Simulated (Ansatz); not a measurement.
**Fe (fcc)**

Computed with Ansatz (plane waves, PAW, 420 eV cutoff): HSE06, scalar-relativistic, collinear spin, 10×10×10 k-mesh, Gaussian smearing of 0.05 eV. The datasets are Ansatz's generated set soft_2.

```
CELL_PARAMETERS angstrom
0.00000 1.86180 1.86180
1.86180 0.00000 1.86180
1.86180 1.86180 0.00000
ATOMIC_POSITIONS crystal
Fe 0.00000 0.00000 0.00000
```

At room temperature and ambient pressure Fe is bcc.

The volume is at zero pressure for this level.

```json
{
  "Space group": "Fm-3m (No. 225)",
  "Volume": "12.91 Å³/atom",
  "Band gap": "zero (metallic)",
  "Density of states at the Fermi level": "about 0.6 states/(eV·atom)"
}
```

(1) Estimate the site spin moments at this level of theory (HSE06).

Answer:

(1) Fe 3.28 μB.

**What was measured.** A cell as deposited of cubic Fe (space group Fm-3m), temperature not stated, from the Crystallography Open Database (2004, doi:10.1039/b315257j), has a = 3.623 Å and 11.89 Å³/atom.

**Comparison.** The computed cell (3.724 Å, 12.91 Å³/atom) differs from the database's by +8.6 % in volume, about +2.8 % in length. The static lattice lacks zero-point motion and thermal expansion, so this level's own overestimate is larger than the figure. The database's entry may also be off.

With a Hubbard U or exact exchange the result depends on the state in which the open shell ends, and a lower one can't be excluded. For a metal under a hybrid functional this mesh is coarse. Site moments are of spin, integrated over atomic spheres. No antiparallel order was tried.
